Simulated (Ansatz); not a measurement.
ZnTe (zinc blende): values from a third-order Birch-Murnaghan fit to a volume scan beside measured ones. Computed values: PBEsol (plane waves to 420 eV, PAW, scalar-relativistic; Ansatz, a first-principles code). Spin-orbit coupling is left out, though Te is heavy. The PAW data are Ansatz's earlier set. ZnTe was relaxed with its symmetry unable to fall.

| quantity | reference | kind |
|---|---|---|
| Lattice constant a (Å) | 6.1037 | measured, room temperature or unstated |

References as given in: Martin Albrecht, Beate Paulus, Hermann Stoll, Physical review. B, Condensed matter (1997), arXiv:cond-mat/9706128. Values not taken to low temperature hold thermal and zero-point shifts that a static calculation lacks, so small differences there are no errors of the method.

Problem. What does PBEsol give, and how far is that from the reference?

Solution. 
```json
[
 {"quantity": "Lattice constant a (Å)", "PBEsol": "6.066", "difference": "-0.6 %"}
]
```



(Under strain, the slope of the energy per volume gives the stress and its curvature an elastic modulus.)
